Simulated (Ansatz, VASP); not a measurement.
CoH in VASP and in Ansatz

```xyz
2
Lattice="0.0000 1.8117 1.8117 1.8117 0.0000 1.8117 1.8117 1.8117 0.0000" Properties=species:S:1:pos:R:3 pbc="T T T"
Co    0.0000    0.0000    0.0000
H     1.8117    1.8117    1.8117
```

The cell comes from a database or a generator and needn't be the stable form of this composition.

Alike in both runs: task single point; functional PBEsol; k mesh 11 × 11 × 11; occupations fermi-dirac, width 0.1 eV; collinear spin.

|  | VASP | Ansatz |
| --- | --- | --- |
| version | VASP 6.6.1 | Ansatz 0.2.0 |
| potentials or method | VASP PAW PBE potentials, release 64 (Co, H) | plane waves, PAW |
| plane-wave cutoff (eV) | 520 | 500 |
| valence electrons in the cell | 10 | 18 |

|  | VASP | Ansatz | Ansatz less VASP |
| --- | --- | --- | --- |
| pressure (GPa) | 5.5 | 6.0 | +0.49 |
| net moment per atom (μB) | 0.56 | 0.56 | +0.005 |
| size of the moment on the site where the two differ most (μB) | 1.14 | 1.10 | -0.038 |

Site moments also hang on the region over which each program counts them. The two sets of potentials don't hold the same shells in valence.

Caveats: the PAW data sets were made with another functional, which shifts forces and pressure a little (VASP).
